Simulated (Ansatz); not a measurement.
Rocksalt BaTe, relaxed with r2SCAN in the plane-wave code Ansatz. It is cubic, Fm-3m (No. 225); conventional cell a = 7.065 Å, 44.08 Å³ an atom. Around Ba lie 6 Te at 3.53 Å; around Te lie 6 Ba at 3.53 Å.

The axes x, y and z are those of this cell:
```yaml
crystal:
  lattice:
    - [0.00000, 3.53239, 3.53239]
    - [3.53239, 0.00000, 3.53239]
    - [3.53239, 3.53239, 0.00000]
  atoms:
    - { symbol: Ba, position: [0.00000, 0.00000, 0.00000] }
    - { symbol: Te, position: [0.50000, 0.50000, 0.50000] }
```

Unstrained: The PBE gap is indirect, 1.655 eV (Γ to X), below the direct gap of 2.009 eV at X. The r2SCAN gap is indirect, 2.004 eV (Γ to X), below the direct gap of 2.365 eV at X. The HSE06 gap is indirect, 2.347 eV (Γ to X), below the direct gap of 2.752 eV at X. Meshes: PBE 6×6×6, r2SCAN 6×6×6, HSE06 4×4×4. Strains are changes of length per length, and xy shears are angles. After each strain the atoms were relaxed again with r2SCAN within the symmetry that the strain leaves, so tilts or polar shifts that break it weren't tested; points keep the names that they have in the unstrained zone. The values are computed, spin-unpolarised, and not measurements.

Q: One strain changed the r2SCAN stress by xx -0.44, yy -0.44, zz -0.44, xy -0.12, xz -0.12, yz -0.12 GPa (compression positive) and the gap by +0.010 eV (PBE), +0.009 eV (r2SCAN), +0.010 eV (HSE06). Which kind of strain was it, and roughly how large?

A: Uniaxial +1.5 % along [111], other directions held. The pattern of the stress gives the kind; the size needs the stiffness, so it is an estimate.

Q: Apply xy shear, engineering strain (angle) -1.0 %. How far does the gap move, against the unstrained cell?

A: PBE: the gap goes from 1.655 to 1.638 eV (-0.017 eV); with r2SCAN the top three valence levels at Γ, degenerate before, become 1+1+1 from the top over 33 meV. r2SCAN: the gap goes from 2.004 to 1.986 eV (-0.018 eV). HSE06: the gap goes from 2.347 to 2.329 eV (-0.018 eV). The r2SCAN energy rises by 0.2 meV an atom.

Q: Estimate what isotropic +3.0 % on every length does to the gap.

A: PBE: the gap goes from 1.655 to 1.800 eV (+0.145 eV). r2SCAN: the gap goes from 2.004 to 2.146 eV (+0.142 eV). HSE06: the gap goes from 2.347 to 2.499 eV (+0.152 eV). The r2SCAN energy rises by 31.3 meV an atom.

Q: Apply isotropic -1.5 % on every length. How far does the gap move, against the unstrained cell?

A: PBE: the gap goes from 1.655 to 1.565 eV (-0.090 eV). r2SCAN: the gap goes from 2.004 to 1.915 eV (-0.089 eV). HSE06: the gap goes from 2.347 to 2.251 eV (-0.096 eV). The r2SCAN energy rises by 8.7 meV an atom.

Q: Estimate what epitaxial +3.0 % in the xy plane, free normal strain -0.82 % does to the gap.

A: PBE: the gap goes from 1.655 to 1.695 eV (+0.040 eV); with r2SCAN the top three valence levels at Γ, degenerate before, become 1+2 from the top over 70 meV. r2SCAN: the gap goes from 2.004 to 2.035 eV (+0.031 eV). HSE06: the gap goes from 2.347 to 2.396 eV (+0.049 eV). The r2SCAN energy rises by 17.7 meV an atom.

Spin-orbit coupling is left out, which matters wherever the heavy atoms make up the band edges.

The meshes of the hybrids are coarse, so their gaps aren't converged to the digits shown.

The splittings at Γ are without spin-orbit coupling, which regroups them where it is of like size or larger.
